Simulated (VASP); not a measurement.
# GaSb (F-43m) in VASP: further runs, part 2 of 2

VASP 6.6.1. The steps go on from the part before.

### Step 6. Single point, r2SCAN (30.56 Å³/atom)

This run uses another cell than the first one, of 30.56 Å³/atom.

POSCAR reads:

```
GaSb
1.0
    0.0000000000      3.1262842998      3.1262842998
    3.1262842998      0.0000000000      3.1262842998
    3.1262842998      3.1262842998      0.0000000000
Ga Sb
1 1
Direct
    0.0000000000      0.0000000000      0.0000000000
    0.2500000000      0.2500000000      0.2500000000
```

INCAR.step1 reads:

```
SYSTEM = GaSb
PREC = Accurate ; ENCUT = 520
ISMEAR = 0 ; SIGMA = 0.02
LREAL = .False. ; LASPH = .True.
NELM = 80 ; NBANDS = 16
GGA = PE ; ALGO = Normal
EDIFF = 1E-4 ; LWAVE = .True.
LCHARG = .False.
```

INCAR.step2 reads:

```
SYSTEM = GaSb
PREC = Accurate ; ENCUT = 520
EDIFF = 1E-6 ; ISMEAR = 0
SIGMA = 0.02 ; LREAL = .False.
LASPH = .True. ; NELM = 80
ALGO = Normal ; ISIF = 2
LWAVE = .False. ; LCHARG = .False.
METAGGA = R2SCAN ; LMIXTAU = .True.
NBANDS = 16 ; ISTART = 1
```

KPOINTS reads:

```
regular mesh
0
Gamma
  10 10 10
  0 0 0
```

Potentials or basis: VASP PAW PBE potentials, release 64 (Ga_d, Sb).

The run is started by

```bash
cat potpaw_PBE.64/Ga_d/POTCAR potpaw_PBE.64/Sb/POTCAR > POTCAR
cp INCAR.step1 INCAR
mpirun -np 1 vasp_std > vasp.out
cp INCAR.step2 INCAR
mpirun -np 1 vasp_std > vasp.out
```

OUTCAR:

```text
SYSTEM = GaSb
   PREC = Accurate
   ENCUT = 520
   EDIFF = 1E-6
   ISMEAR = 0
   LREAL = .False.
   LASPH = .True.
   NELM = 80
   ISIF = 2
   METAGGA = R2SCAN
   ISTART = 1

 ion  position               nearest neighbor table
   1  0.000  0.000  0.000-   2 2.71   2 2.71   2 2.71   2 2.71
   2  0.250  0.250  0.250-   1 2.71   1 2.71   1 2.71   1 2.71

  LATTYP: Found a face centered cubic cell.
 ALAT       =     6.2525685996

  Lattice vectors:

 A1 = (   0.0000000000,   3.1262842998,   3.1262842998)
 A2 = (   3.1262842998,   0.0000000000,   3.1262842998)
 A3 = (   3.1262842998,   3.1262842998,   0.0000000000)

Analysis of symmetry for initial positions (statically):
=====================================================================
 Subroutine PRICEL returns:
 Original cell was already a primitive cell.

 Routine SETGRP: Setting up the symmetry group for a
 face centered cubic supercell.

 Subroutine GETGRP returns: Found 24 space group operations
 (whereof 24 operations were pure point group operations)
 out of a pool of 48 trial point group operations.

The static configuration has the point symmetry T_d .

Analysis of symmetry for dynamics (positions and initial velocities):
=====================================================================
 Subroutine PRICEL returns:
 Original cell was already a primitive cell.

 Routine SETGRP: Setting up the symmetry group for a
 face centered cubic supercell.

 Subroutine GETGRP returns: Found 24 space group operations
 (whereof 24 operations were pure point group operations)
 out of a pool of 48 trial point group operations.

The dynamic configuration has the point symmetry T_d .

 Subroutine INISYM returns: Found 24 space group operations
 (whereof 24 operations are pure point group operations),
 and found     1 'primitive' translations

----------------------------------------------------------------------------------------

                                     Primitive cell

  volume of cell :      61.1104

  direct lattice vectors                    reciprocal lattice vectors
     0.000000000  3.126284300  3.126284300    -0.159934271  0.159934271  0.159934271
     3.126284300  0.000000000  3.126284300     0.159934271 -0.159934271  0.159934271
     3.126284300  3.126284300  0.000000000     0.159934271  0.159934271 -0.159934271

  length of vectors
     4.421233657  4.421233657  4.421233657     0.277014283  0.277014283  0.277014283

  position of ions in fractional coordinates (direct lattice)
     0.000000000  0.000000000  0.000000000
     0.250000000  0.250000000  0.250000000

  ion indices of the primitive-cell ions
   primitive index   ion index
                 1           1
                 2           2

----------------------------------------------------------------------------------------

 KPOINTS: regular mesh

Automatic generation of k-mesh.
 Grid dimensions read from file:
 generate k-points for:   10   10   10

 Generating k-lattice:

  Cartesian coordinates                     Fractional coordinates (reciprocal lattice)
    -0.015993427  0.015993427  0.015993427     0.100000000  0.000000000  0.000000000
     0.015993427 -0.015993427  0.015993427     0.000000000  0.100000000  0.000000000
     0.015993427  0.015993427 -0.015993427     0.000000000  0.000000000  0.100000000

  Length of vectors
     0.027701428  0.027701428  0.027701428

  Shift w.r.t. Gamma in fractional coordinates (k-lattice)
     0.000000000  0.000000000  0.000000000

 Subroutine IBZKPT returns following result:
 ===========================================

 Found     47 irreducible k-points:

 Following reciprocal coordinates:
            Coordinates               Weight
  0.000000  0.000000  0.000000      1.000000
  0.100000  0.000000  0.000000      8.000000
  0.200000  0.000000  0.000000      8.000000
  0.300000  0.000000  0.000000      8.000000
  0.400000  0.000000  0.000000      8.000000
  0.500000  0.000000  0.000000      4.000000
[... 16 lines left out ...]
  0.300000  0.300000  0.000000      6.000000
  0.400000  0.300000  0.000000     24.000000
 [... further k-points ...]
   k-points           NKPTS =     47   k-points in BZ     NKDIM =     47   number of bands    NBANDS=     16
   number of dos      NEDOS =    301   number of ions     NIONS =      2
   total plane-waves  NPLWV =  46656
   dimension x,y,z NGX =    36 NGY =   36 NGZ =   36
   dimension x,y,z NGXF=    72 NGYF=   72 NGZF=   72
   ions per type =               1   1
   NGX,Y,Z   is equivalent  to a cutoff of  13.54, 13.54, 13.54 a.u.
   NGXF,Y,Z  is equivalent  to a cutoff of  27.07, 27.07, 27.07 a.u.
 SYSTEM =  GaSb
   PREC   = accura    normal or accurate (medium, high low for compatibility)
   ISTART =      1    job   : 0-new  1-cont  2-samecut
   ICHARG =      0    charge: 1-file 2-atom 10-const
   ISPIN  =      1    spin polarized calculation?
   LNONCOLLINEAR =      F non collinear calculations
   LSORBIT =      F    spin-orbit coupling
   LASPH  =      T    aspherical Exc in radial PAW
   ENCUT  =  520.0 eV  38.22 Ry    6.18 a.u.   8.22  8.22  8.22*2*pi/ulx,y,z
   NELM   =     80;   NELMIN=  2; NELMDL=  0     # of ELM steps
   EDIFF  = 0.1E-05   stopping-criterion for ELM
   LREAL  =      F    real-space projection
   EDIFFG = 0.1E-04   stopping-criterion for IOM
   NSW    =      0    number of steps for IOM
   IBRION =     -1    ionic relax: 0-MD 1-quasi-New 2-CG
   NFREE  =      0    steps in history (QN), initial steepest desc. (CG)
   ISIF   =      2    stress and relaxation
   ISYM   =      2    0-nonsym 1-usesym 2-fastsym
   POTIM  = 0.5000    time-step for ionic-motion
   TEBEG  =    0.0;   TEEND  =   0.0 temperature during run
   PSTRESS=    0.0 pullay stress
   NELECT =      18.0000    total number of electrons
   NUPDOWN=      -1.0000    fix difference up-down
   EMIN   =  10.00;   EMAX   =-10.00  energy-range for DOS
   EFERMI =   0.00;   METHOD = LEGACY
   ISMEAR =     0;   SIGMA  =   0.02  broadening in eV -4-tet -1-fermi 0-gaus
   EFERMI_NEDOS =   21; number of points for ismear=-14 and -15
   IALGO  =     38    algorithm
   IMIX   =      4    mixing-type and parameters
     AMIX     =   0.40;   BMIX     =  1.00
     AMIX_MAG =   1.60;   BMIX_MAG =  1.00
  volume/ion in A,a.u.               =      30.56       206.20
  Fermi-wavevector in a.u.,A,eV,Ry     =   1.089249  2.058382 16.142816  1.186464
  Thomas-Fermi vector in A             =   2.225448
   LORBIT       =      0    0 simple, 1 ext, 2 COOP (PROOUT), +10 PAW based schemes
   METAGGA = R2SCAN    functional components
   LHFCALC =     F    Hartree Fock is set to
   AEXX    =    0.0000 exact exchange contribution
   IVDW    =     0    specifies the selected vdW correction
   LEPSILON=     F    determine dielectric tensor
   LRPA    =     F    only Hartree local field effects (RPA)
 non-spin polarized calculation
 Gauss-broadening in eV      SIGMA  =   0.02
  energy-cutoff  :      520.00
  volume of cell :       61.11
 maximum number of plane-waves:      1676
 NGX is ok and might be reduce to    36
   NGX = 17   NGY = 17   NGZ = 17

 number of electron      17.9999995 magnetization

 Free energy of the ion-electron system (eV)
  ---------------------------------------------------
  ext. energy  EPLUGINS =         0.00000000
  ---------------------------------------------------
  free energy    TOTEN  =       -37.57566936 eV

  energy without entropy =      -37.57563836  energy(sigma->0) =      -37.57565386

 E-fermi :   4.0393     XC(G=0):  -9.4225

 val. band max:        4.0332311952   @ k =   0.0000   0.0000   0.0000
 cond. band min:       4.5706471561   @ k =   0.5000   0.0000   0.0000
 fundamental gap:      0.5374159609
 Fermi energy:         4.0393354316

 k-point     1 :       0.0000    0.0000    0.0000
  band No.  band energies     occupation
      1     -11.3472      2.00000
      2     -11.3472      2.00000
      3     -11.3472      2.00000
      4     -11.3000      2.00000
      5     -11.3000      2.00000
      6      -7.4461      2.00000
[... 8 lines left out ...]
     15      12.9379      0.00000
     16      12.9379      0.00000
[... 419 lines left out ...]
 k-point    24 :       0.4000    0.3000    0.0000
  band No.  band energies     occupation
      1     -11.3774      2.00000
      2     -11.3313      2.00000
      3     -11.3309      2.00000
      4     -11.3067      2.00000
      5     -11.2971      2.00000
      6      -5.8905      2.00000
[... 8 lines left out ...]
     15      14.7126      0.00000
     16      14.7839      0.00000

 [... further k-points ...]
[... 5 lines left out ...]
  --------------------------------------------------------------------------------------
  -------------------------------------------------------------------------------------
  Total       -0.9990117     -0.9990117     -0.9990117      0.0000000      0.0000000     -0.0000000
  in kB      -26.1918256    -26.1918256    -26.1918256      0.0000000      0.0000000     -0.0000000
  external PRESSURE =     -26.1918256 kB  Pullay stress =       0.0000000 kB

 VOLUME and BASIS-vectors are now :
 -----------------------------------------------------------------------------
  energy-cutoff  :      520.00
  volume of cell :       61.11
      direct lattice vectors                 reciprocal lattice vectors
     0.000000000  3.126284300  3.126284300    -0.159934271  0.159934271  0.159934271
     3.126284300  0.000000000  3.126284300     0.159934271 -0.159934271  0.159934271
     3.126284300  3.126284300  0.000000000     0.159934271  0.159934271 -0.159934271

 POSITION                                       TOTAL-FORCE (eV/Angst)
 -----------------------------------------------------------------------------------
      0.00000      0.00000      0.00000         0.000000      0.000000      0.000000
      1.56314      1.56314      1.56314        -0.000000     -0.000000     -0.000000
 -----------------------------------------------------------------------------------
    total drift:                                0.000007      0.000007      0.000007

  FREE ENERGIE OF THE ION-ELECTRON SYSTEM (eV)
  ---------------------------------------------------
  free  energy   TOTEN  =       -37.5756693595 eV

  energy  without entropy=      -37.5756383617  energy(sigma->0) =      -37.57565386
```

It took 2.7 min on 1 thread of Intel Xeon 8259CL, shared host; peak memory 0.24 GiB.

What came out:

```
Free energy            : -37.5757 eV
Pressure               : -2.6 GPa
Band gap on the k mesh : zero (filled and empty bands touch)
```

Caveat: semilocal functionals underestimate gaps, so a narrow gap can read as zero; the PAW data sets were made with another functional, which shifts forces and pressure a little; spin-orbit coupling is left out, which moves the levels of the heavy elements.

### Step 7. The runs side by side

| cell | k mesh | smearing | gap on the mesh (eV) | pressure (GPa) |
| --- | --- | --- | --- | --- |
| a = 4.326 Å, angles 60.0°, 2 atoms | 6 × 6 × 6 | gaussian 0.1 eV | 0.45 | 0.5 |
| a = 4.248 Å, angles 60.0°, 2 atoms | 10 × 10 × 10 | gaussian 0.02 eV | 0.81 | 3.9 |
| a = 4.292 Å, angles 60.0°, 2 atoms | 10 × 10 × 10 | gaussian 0.02 eV | 0.63 | 1.8 |
| a = 4.379 Å, angles 60.0°, 2 atoms | 10 × 10 × 10 | gaussian 0.02 eV | 0.17 | -1.4 |
| a = 4.421 Å, angles 60.0°, 2 atoms | 10 × 10 × 10 | gaussian 0.02 eV | none | -2.6 |

Alike in all rows: task single point; level r2SCAN; potentials or basis VASP PAW PBE potentials, release 64 (Ga_d, Sb); no spin polarisation; cutoff (eV) 520.

Caveats: the PAW data sets were made with another functional, which shifts forces and pressure a little; spin-orbit coupling is left out, which moves the levels of the heavy elements; the cell stands under pressure (at least some runs); semilocal functionals underestimate gaps, so a narrow gap can read as zero (at least some runs).

Absolute energies hang on the potentials; compare differences alone.

### Step 8. Against experiment

Step 2. Against the measured gap of GaSb, 0.811 eV (direct; 4.2 K; a printed reference work, data compilation), the calculated 0.45 eV is off by -0.36 eV. Spin-orbit coupling on Ga, Sb is left out. The value is that of r2SCAN on a finite k mesh, which can miss the band edges, without temperature or zero-point motion.
